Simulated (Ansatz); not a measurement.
Runs of Ansatz 0.2.0 on ZnSe (Stilleite). Symmetry: F-43m, No. 216, cubic system. Conventional cell: a = 5.668 Å, b = 5.668 Å, c = 5.668 Å, α = 90.00°, β = 90.00°, γ = 90.00°. Se (site symmetry -43m) is surrounded by 4 Zn at 2.45 Å. Zn (site symmetry -43m) is surrounded by 4 Se at 2.45 Å. 

```csv
task,level,cell,k mesh,smearing,q mesh,points for each segment of the path,gap on the mesh (eV),pressure (GPa),relaxed volume (Å³/atom)
phonons,PBEsol,as given,6 × 6 × 6,fixed,2 × 2 × 2,8,1.17,-,-
single point,PBE,as given,8 × 8 × 8,gaussian 0.012 eV,-,-,1.29,2.1,-
relaxation of cell and atoms,PBE+D4,relaxed,8 × 8 × 8,fermi-dirac 0.05 eV,-,-,1.31,0.0,22.65
band structure,PBE,as given,8 × 8 × 8,fermi-dirac 0.05 eV,-,14,1.29,2.1,-
relaxation of cell and atoms,BLYP+D3(BJ),relaxed,8 × 8 × 8,fermi-dirac 0.05 eV,-,-,1.26,0.0,22.62
single point,PBEsol,as given,8 × 8 × 8,gaussian 0.02 eV,-,-,1.17,(b),-
single point,LDA,as given,8 × 8 × 8,gaussian 0.1 eV,-,-,1.03,(a),-
single point,PBE,as given,8 × 8 × 8,gaussian 0.027 eV,-,-,1.29,2.1,-
```

Alike in all rows: potentials or basis Ansatz PAW; no spin polarisation; cutoff (eV) 420.

**Question.** Estimate the missing entries.

**Answer.** (a) -3.4; (b) -1.1.

Caveats: the PAW data sets come from PBE, with cores solved anew for the run's functional, which leaves a small shift of forces and pressure (some runs); the plane-wave basis is chosen anew once the cell has moved, so the energies of steps on either side of that aren't comparable (some runs).

A k mesh can miss the band edges, and the runs leave out spin-orbit coupling on Se.
